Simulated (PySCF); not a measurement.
Compound: C4H6.
SMILES with atom numbers: `[CH2:1]1[C@H:2]2[CH2:3][C@@H:4]12` (hydrogens: H5, H6 on C1; H7 on C2; H8, H9 on C3; H10 on C4)

Level: wB97X-D/def2-SVPD in PySCF, non-relativistic, on one gas-phase PBE0-D3(BJ)/def2-SVP geometry that isn't relaxed in the solvent. The solvent is an IEF-PCM continuum (van der Waals radii × 1.2), and excitations are vertical TDDFT with non-equilibrium linear response and a frozen core. Specific hydrogen bonds and non-electrostatic terms are outside this model.

Gas-phase singlets (H = HOMO, L = LUMO):

```tsv
state	E (eV)	λ (nm)	f	leading configurations
S1	7.343	169	0.000	H→L 93%
S2	7.817	159	0.039	H→L+2 97%
S3	7.849	158	0.083	H→L+3 91%
S4	7.949	156	0.001	H→L+1 96%
S5	8.553	145	0.076	H→L+4 92%
```

Q: Give the list for cyclohexane (ε = 2.017), n² = 2.04.

A: 
| state | E (eV) | λ (nm) | f | leading configurations | change by rank (eV) |
| --- | --- | --- | --- | --- | --- |
| S1 | 7.380 | 168 | 0.001 | H→L 93% | +0.037 |
| S2 | 7.789 | 159 | 0.061 | H→L+2 97% | -0.028 |
| S3 | 7.822 | 159 | 0.104 | H→L+3 91% | -0.027 |
| S4 | 7.955 | 156 | 0.001 | H→L+1 96% | +0.006 |
| S5 | 8.491 | 146 | 0.100 | H→L+4 93% | -0.062 |

Q: How does the list change in dimethylsulfoxide (ε = 46.83)?

A: 
```csv
state,E (eV),λ (nm),f,leading configurations,change by rank (eV)
S1,7.448,166,0.005,H→L 94%,+0.105
S2,7.762,160,0.075,H→L+1 96%,-0.055
S3,7.848,158,0.097,H→L+3 92%,-0.001
S4,7.995,155,0.001,H→L+2 96%,+0.046
S5,8.473,146,0.091,H→L+4 93%,-0.080
```

Q: The ground-state energy changes by -0.067 eV from gas to dimethylsulfoxide. By how much does the total energy of gas-phase S2 change?

A: E(S2) = E(S0) + excitation energy, so it changes by -0.067 − 0.055 = -0.122 eV: it is lowered more than the ground state, which is what a red shift means. This is the vertical state, with the slow part of the continuum still set for S0.

Q: How do the frontier levels move from gas to dimethylsulfoxide?

A: 
```
orbital  gas (eV)  solvent (eV)  change (eV)                   Löwdin shares, gas               Löwdin shares, solvent
 LUMO+2      3.17          3.22        +0.05  C4 21 %, C2 21 %, H10 18 %, H7 18 %   C3 21 %, C1 21 %, H5 12 %, H8 12 %
 LUMO+1      3.14          3.19        +0.05   C3 20 %, C1 20 %, H8 13 %, H5 13 %  C2 22 %, C4 22 %, H7 16 %, H10 16 %
   LUMO      2.72          2.82        +0.10   C2 15 %, C4 15 %, C1 13 %, C3 13 %   C3 16 %, C1 16 %, C4 13 %, C2 13 %
   HOMO     -8.95         -8.93        +0.02   C4 30 %, C2 30 %, C3 11 %, C1 11 %   C4 30 %, C2 30 %, C3 11 %, C1 11 %
 HOMO-1    -10.81        -10.79        +0.02   C1 25 %, C3 25 %, C4 21 %, C2 21 %   C1 25 %, C3 24 %, C4 21 %, C2 21 %
 HOMO-2    -11.08        -11.03        +0.05   C2 23 %, C4 23 %, C3 16 %, C1 16 %   C4 23 %, C2 23 %, C3 16 %, C1 16 %
 HOMO-3    -12.19        -12.11        +0.08   C3 26 %, C1 26 %, H8 15 %, H5 15 %   C3 26 %, C1 26 %, H8 15 %, H5 15 %
```

The HOMO–LUMO gap goes from 11.67 to 11.75 eV. Rows go by rank; for LUMO+1 and LUMO+2 the atom shares or the degeneracy differ between the runs, so the row needn't follow one orbital.

wB97X-D is run here without its empirical dispersion term; that term would change no orbital, density or response property at a fixed geometry.
